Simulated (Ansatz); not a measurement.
# AgCl: the cost of one run

Computed with Ansatz 0.2.0 (DFT PBE, scalar-relativistic, plane waves, PAW, unless a step's input says otherwise).

The COD entry's cell or inner coordinates are ideal or old and differ from later refinements, so a difference from it is no clean test against experiment.

2 further runs of the same task are left out: 2 set aside as unsound or not needed.

## (1) The starting structure

The structure is cubic, space group Fm-3m (No. 225). Conventional cell: a = 5.611 Å, b = 5.611 Å, c = 5.611 Å, α = 90.00°, β = 90.00°, γ = 90.00°. Ag (site symmetry m-3m) has 6 Cl at 2.81 Å as nearest neighbours. Cl (site symmetry m-3m) has 6 Ag at 2.81 Å as nearest neighbours.

Structure file:

```
Ag Cl
1.0
     0.00000    2.80534    2.80534
     2.80534    0.00000    2.80534
     2.80534    2.80534    0.00000
Ag Cl
1 1
Direct
  0.00000 0.00000 0.00000
  0.50000 0.50000 0.50000
```

It is the result of an earlier relaxation at this level (volume 22.08 Å³/atom; gap on the mesh: 0.92 eV).

## (2) Bands, states and charges

input.yaml

```yaml
crystal:
  lattice:
    - [0.0, 2.8053419536, 2.8053419536]
    - [2.8053419536, 0.0, 2.8053419536]
    - [2.8053419536, 2.8053419536, 0.0]
  atoms:
    - { symbol: Ag, position: [0.0, 0.0, 0.0] }
    - { symbol: Cl, position: [0.5, 0.5, 0.5] }
basis:
  ecutwfc: 420
kpoints:
  mp_grid: { grid: [8, 8, 8] }
  band_path:
    path:
      - [[0.0, 0.0, 0.0], [0.5, 0.0, 0.5], [0.625, 0.25, 0.625]]
      - [[0.375, 0.375, 0.75], [0.0, 0.0, 0.0], [0.5, 0.5, 0.5], [0.5, 0.25, 0.75], [0.5, 0.0, 0.5]]
    npoints: 14
hamiltonian:
  xc: pbe
scf:
  occupations: { method: gaussian, width: 0.02 }
  n_extra_bands: 6
output:
  forces: true
  stress: true
  eigenvalues: true
  populations: true
  dos: { projected: true, de: 0.02, nscf_kmesh: { grid: [12, 12, 12] } }
  bader: true
  write_density: true
  write_potential: true
  elf: true
  volumetric_format: npy
```

On the command line:

```console
> ansatz run input.yaml --threads 1 --pin off --max-ram 2560MiB --backend cpu --events-out ev --progress --plain --runs-dir out
```

Q: Estimate wall time and peak memory on 1 thread of Arm Neoverse V1, shared host.

About 11 s, with a peak of 0.3 GiB.
